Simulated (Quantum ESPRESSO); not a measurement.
Crystal: CuO.

```
CELL_PARAMETERS angstrom
2.87950 0.00000 0.00000
0.03907 2.87928 0.00000
0.01750 0.01724 5.17634
ATOMIC_POSITIONS crystal
Cu 0.00000 0.50000 0.00000
Cu 0.50000 0.00000 0.50000
O 0.99842 0.00167 0.74989
O 0.00158 0.99833 0.25011
```

The cell comes from a database or a generator and needn't be the stable form of this composition.

- Program: Quantum ESPRESSO 7.5
- Task: single point
- Functional: PBEsol
- Potentials or basis: GBRV 1.5 PBEsol
- Cutoff: 762 eV
- Density cutoff: 6095 eV
- k mesh: 9 × 9 × 5
- Occupations: fermi-dirac, width 0.05 eV
- Spin: no spin polarisation

On this cell: pressure -1.4 GPa; largest force 0.012 eV/Å; band gap on the k mesh none (metal or under the smearing width).

The same run follows on a disturbed copy (atoms moved at random, drawn with an rms of 0.05 Å):

```xyz
4
Lattice="2.8795 0.0000 0.0000 0.0391 2.8793 0.0000 0.0175 0.0172 5.1763" Properties=species:S:1:pos:R:3 pbc="T T T"
Cu   -0.0177    1.4585   -0.0007
Cu    1.4094    0.0115    2.6013
O     2.8805   -0.0141    3.8669
O     0.0432    2.8597    1.2942
```

What changes?

The energy (extrapolated to zero smearing) moves by +7.8 meV/atom; pressure -1.1 GPa; largest force 0.661 eV/Å; band gap on the k mesh none (metal or under the smearing width).

Forces on the atoms (eV/Å):
```
Cu   0.129 -0.649 -0.011
Cu   0.521 -0.119 -0.317
O   -0.334  0.400  0.281
O   -0.316  0.367  0.047
```

Stress tensor (GPa, compression positive):
```
 0.22  0.04 -0.12
 0.04 -0.31 -0.22
-0.12 -0.22 -3.16
```

Caveats: the run has no spin polarisation, though such a crystal can be magnetic; semilocal functionals often make such compounds metallic where correlation or magnetic order opens a gap, which also shifts bond lengths.
